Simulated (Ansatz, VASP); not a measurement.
# AlN in VASP and in Ansatz

```
Al N
1.0
     3.12989    0.00000   -0.46948
    -1.56494    2.71056    0.23474
    -0.75254    0.00000    5.01696
Al N
2 2
Direct
  0.35043 0.66534 0.00801
  0.68509 0.33466 0.50801
  0.32663 0.68877 0.37699
  0.63786 0.31123 0.87699
```

Change from the starting cell: engineering shear strain xz -0.3000, normal strain along z +0.0000.

Alike in both runs: functional PBE; k mesh 9 × 9 × 6; occupations gaussian, width 0.05 eV; no spin polarisation.

Ansatz relaxed the structure, and its values are those at the end. VASP's run is a single point on that final structure, the one shown.

|  | VASP | Ansatz |
| --- | --- | --- |
| version | VASP 6.6.1 | Ansatz 0.2.0 |
| potentials or method | VASP PAW PBE potentials, release 64 (Al, N) | scalar-relativistic, plane waves, PAW |
| plane-wave cutoff (eV) | 520 | 520 |
| valence electrons in the cell | 16 | 16 |

```tsv
	VASP	Ansatz	Ansatz less VASP
gap on the k mesh at the Fermi level (eV)	2.42	2.42	-0.003
least direct gap on the mesh (eV)	2.42	2.42	-0.003
pressure (GPa)	1.8	2.0	+0.17
```

With one functional, cell and mesh, what is left measures potentials, basis and numerics. Ansatz warned: «stress_scf_threshold_loose».

Caveats: an odd mesh through Γ misses points on the zone boundary, where band edges often lie.
